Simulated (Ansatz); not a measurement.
GeO$_{2}$ (rutile)

```yaml
crystal:
  lattice:
    - [4.41054, 0.00000, 0.00000]
    - [0.00000, 4.41054, 0.00000]
    - [0.00000, 0.00000, 2.87016]
  atoms:
    - { symbol: Ge, position: [0.00000, 0.00000, 0.00000] }
    - { symbol: Ge, position: [0.50000, 0.50000, 0.50000] }
    - { symbol: O, position: [0.30600, 0.30600, 0.00000] }
    - { symbol: O, position: [0.80600, 0.19400, 0.50000] }
    - { symbol: O, position: [0.19400, 0.80600, 0.50000] }
    - { symbol: O, position: [0.69400, 0.69400, 0.00000] }
```

The slice is a (-1 1 0) plane (indices of the conventional cell) through the point (0.306, 0.306, 0.000) (fractional), spanned by u = [001] and v = [110] in vectors of this cell: u (2.87 Å) and v (6.24 Å, at 90° to u). It covers one period; positions are fractions (u, v).

The numbers are results of r2SCAN (plane waves to 500 eV, PAW, scalar-relativistic; Ansatz, a first-principles code), not measurements. k mesh 8×8×11. Inside the PAW spheres the values are not all-electron values, and peaks at nuclei hang on which shells count as valence. GeO2 was relaxed with its symmetry unable to fall.

Q: Around which element is the density of the highest valence band (whole band, smooth part) largest on this plane?

A: O. Mean over a disc round each atom, of radius 0.45 times the shortest bond: O 0.020, Ge 0.001 e/Å³.

Q: Predict the map of the electron localisation function (ELF) on the slice.

A: 
```
v \ u  0.00  0.11  0.22  0.33  0.44  0.56  0.67  0.78  0.89
-----  ----  ----  ----  ----  ----  ----  ----  ----  ----
0.90   0.84  0.79  0.57  0.16  0.03  0.03  0.16  0.57  0.79
0.80   0.19  0.20  0.16  0.10  0.06  0.06  0.10  0.16  0.20
0.70      x     x  0.15  0.16  0.10  0.10  0.16  0.15     x
0.60   0.13  0.17  0.17  0.11  0.07  0.07  0.11  0.17  0.17
0.50   0.82  0.76  0.49  0.12  0.02  0.02  0.12  0.49  0.76
0.40      x     x  0.78  0.54  0.13  0.13  0.54  0.78     x
0.30   0.74  0.79  0.66  0.30  0.18  0.18  0.30  0.66  0.79
0.20   0.09  0.12  0.20  0.06     x     x  0.06  0.20  0.12
0.10   0.74  0.76  0.56  0.27  0.14  0.14  0.27  0.56  0.76
0.00      x     x  0.80  0.56  0.15  0.15  0.56  0.80     x
```

Values: electron localisation function (ELF). Points within 0.4 Å of a nucleus are blanked (x), as the pseudised field means little there.
